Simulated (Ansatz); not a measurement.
# TiB2: stress in a strained cell

TiB2 is deformed so: equal xy, yz and zx engineering shear strains of -2 %. What stress and forces result, by LAPW, PAW and all-electron datasets made for the crystal?

Program: Ansatz 0.2.0. Level of theory: DFT PBEsol, scalar-relativistic. These are calculated values, not measurements.

### Step 1. The structure to begin with

Symmetry: P6/mmm, No. 191, hexagonal system. The conventional cell has a = 3.029 Å, b = 3.029 Å, c = 3.228 Å, α = 90.00°, β = 90.00°, γ = 120.00°. Ti (site symmetry 6/mmm) is surrounded by 12 B at 2.38 Å. B (site symmetry -6m2) is surrounded by 3 B at 1.75 Å and 6 Ti at 2.38 Å.

Coordinates:

```
CELL_PARAMETERS angstrom
3.02920 0.00000 0.00000
-1.51460 2.62336 0.00000
0.00000 0.00000 3.22840
ATOMIC_POSITIONS crystal
Ti 0.00000 0.00000 0.00000
B 0.33333 0.66667 0.50000
B 0.66667 0.33333 0.50000
```

Atoms are numbered in the order of the input: Ti1, B2, B3.

### Step 2. After the deformation

Space group P6/mmm before, P-1 after.

### Step 3. LAPW, all electrons

input.yaml

```yaml
crystal:
  lattice:
    - [3.0291982016, -0.030291982, -0.030291982]
    - [-1.5408327268, 2.6385085867, -0.011087635]
    - [-0.032284, -0.032284, 3.2284]
  atoms:
    - { symbol: Ti, position: [0.0, 0.0, 0.0] }
    - { symbol: B, position: [0.3333333333, 0.6666666667, 0.5] }
    - { symbol: B, position: [0.6666666667, 0.3333333333, 0.5] }
kpoints:
  mp_grid: { grid: [14, 14, 11] }
  band_path:
    path:
      - [0.0, 0.0, 0.0]
      - [0.0, 0.0, 0.5]
      - [-0.5, 0.5, 0.0]
      - [0.0, 0.0, 0.0]
      - [0.0, -0.5, 0.0]
      - [-0.5, 0.0, 0.5]
      - [0.0, 0.0, 0.0]
      - [-0.5, 0.0, 0.0]
      - [0.0, -0.5, 0.5]
    npoints: 5
scf:
  occupations: { method: fermi_dirac, width: 0.03 }
hamiltonian:
  xc: pbesol
  pseudopotentials: { kind: all_electron, lapw: { basis_error: 0.001 } }
output:
  forces: true
  stress: true
  eigenvalues: true
```

Command:

```sh
$ ansatz run input.yaml --threads 1 --pin off --max-ram 4096MiB --backend cpu --events-out ev --progress --plain --runs-dir out
```

### Step 4. PAW on the default files

input.yaml

```yaml
crystal:
  lattice:
    - [3.0291982016, -0.030291982, -0.030291982]
    - [-1.5408327268, 2.6385085867, -0.011087635]
    - [-0.032284, -0.032284, 3.2284]
  atoms:
    - { symbol: Ti, position: [0.0, 0.0, 0.0] }
    - { symbol: B, position: [0.3333333333, 0.6666666667, 0.5] }
    - { symbol: B, position: [0.6666666667, 0.3333333333, 0.5] }
kpoints:
  mp_grid: { grid: [14, 14, 11] }
scf:
  occupations: { method: fermi_dirac, width: 0.03 }
hamiltonian:
  xc: pbesol
  pseudopotentials: { kind: paw }
output:
  forces: true
  stress: true
  eigenvalues: true
  efg: { contact_densities: true }
```

### Step 5. Datasets made for this crystal

input.yaml, as its differences from that of step 4:

```diff
@@ -15,3 +15,3 @@
   xc: pbesol
-  pseudopotentials: { kind: paw }
+  pseudopotentials: { kind: all_electron, datasets: crystal }
 output:
```

(Steps that only read results are left out.)

Q: Predict the outcome of this session. Wanted: pressure; largest shear or deviatoric stress.

The runs gave:

| quantity | value |
| --- | --- |
| pressure | LAPW -4.82, PAW -4.79, crystal datasets -4.82 GPa |
| largest shear or deviatoric stress (LAPW) | 6.06 GPa |

**Reading.** The largest part of the stress beyond the pressure is 6.06 GPa in size, in the xy component; the atoms are carried along and not relaxed. No run of the undeformed cell stands beside it, so pressure and stress hold what the given cell had before the change, as far as its symmetry allows. PAW: stress within 0.06 GPa of LAPW, forces within 1 meV/Å. Crystal datasets: stress within 0.01 GPa of LAPW, forces within 1 meV/Å.
